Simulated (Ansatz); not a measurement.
Se, DFT, PBEsol, PAW with Ansatz's default frozen-core files, scalar-relativistic (Ansatz 0.2.0), run on 1 thread of Arm Neoverse V1 on a shared host.

The cell comes from COD entry 9008579, which wasn't checked; take it as a given geometry. The listed cell was then made from it by scaling, straining or moving an atom.

Command: `ansatz run input.yaml --threads 1 --pin off --max-ram 4096MiB --backend cpu --events-out ev --progress --plain --runs-dir out`

```yaml
crystal:
  lattice:
    - [4.3116179808, 0.0, 0.0]
    - [-2.1558089904, 3.7339707028, 0.0]
    - [0.0, 0.0, 4.94945]
  atoms:
    - { symbol: Se, position: [0.217, 0.0, 0.1666666667] }
    - { symbol: Se, position: [0.0, 0.217, 0.8333333333] }
    - { symbol: Se, position: [0.783, 0.783, 0.5] }
kpoints:
  mp_grid: { grid: [8, 8, 6] }
scf:
  occupations: { method: fermi_dirac, width: 0.02 }
hamiltonian:
  xc: pbesol
  pseudopotentials: { kind: paw }
output:
  forces: true
  stress: true
  eigenvalues: true
  efg: { contact_densities: true }
```

Question: How large is the problem that the program sets up?

Answer: 50 irreducible k-points, 1511 plane waves at Γ, 29 bands.

Question: Estimate the wall time and the peak memory.

Answer: 12 s of wall time for 6 SCF iterations, with a peak of 0.35 GiB. Times on shared machines scatter by tens of per cent.

Question: And the same cell and mesh by all-electron PAW (datasets made for this crystal), asked for forces, stress, eigenvalues, efg, on the same hardware?

Answer: 13 s, peak memory 0.44 GiB.
